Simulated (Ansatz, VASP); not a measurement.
# NaH in VASP and in Ansatz

INCAR

```
SYSTEM = NaH
  PREC = Accurate
  ENCUT = 520
  EDIFF = 1E-6
  ISMEAR = -1
  SIGMA = 0.02
  LREAL = .FALSE.
  LASPH = .TRUE.
  NELM = 60
  ALGO = Normal
  ISIF = 2
  LWAVE = .FALSE.
  LCHARG = .FALSE.
  GGA = PS
  NBANDS = 11
```

The input KPOINTS:

```
Automatic mesh
0
G
  11 11 11
  0 0 0
```

Contents of POSCAR:

```
NaH
1.0
    0.0000000000      2.3704049298      2.3704049298
    2.3704049298      0.0000000000      2.3704049298
    2.3704049298      2.3704049298      0.0000000000
Na H
1 1
Direct
    0.0000000000      0.0000000000      0.0000000000
    0.5000000000      0.5000000000      0.5000000000
```

Input for Ansatz:

```yaml
crystal:
  lattice:
    - [0.0, 2.3704049298, 2.3704049298]
    - [2.3704049298, 0.0, 2.3704049298]
    - [2.3704049298, 2.3704049298, 0.0]
  atoms:
    - { symbol: Na, position: [0.0, 0.0, 0.0] }
    - { symbol: H, position: [0.5, 0.5, 0.5] }
kpoints:
  mp_grid: { grid: [11, 11, 11] }
scf:
  occupations: { method: fermi_dirac, width: 0.02 }
hamiltonian:
  xc: pbesol
  pseudopotentials: { kind: all_electron, lapw: { basis_error: 0.00025 } }
output:
  forces: true
  stress: true
  eigenvalues: true
```

Change from the starting cell: volume scaled by 0.98.

Alike in both runs: task single point; functional PBEsol; k mesh 11 × 11 × 11; occupations fermi-dirac, width 0.02 eV; no spin polarisation.

|  | VASP | Ansatz |
| --- | --- | --- |
| version | VASP 6.6.1 | Ansatz 0.2.0 |
| potentials or method | VASP PAW PBE potentials, release 64 (Na_pv, H) | all-electron LAPW, scalar-relativistic |
| plane-wave cutoff (eV) | 520 | see its input |

|  | VASP | Ansatz | Ansatz less VASP |
| --- | --- | --- | --- |
| gap on the k mesh at the Fermi level (eV) | 3.87 | 3.87 | +0.002 |
| pressure (GPa) | 0.8 | 0.8 | +0.01 |

Ansatz ran all-electron here, so the differences hold the error of VASP's frozen core and of both bases.

Caveats: the PAW data sets were made with another functional, which shifts forces and pressure a little (VASP); an odd mesh through Γ misses points on the zone boundary, where band edges often lie.
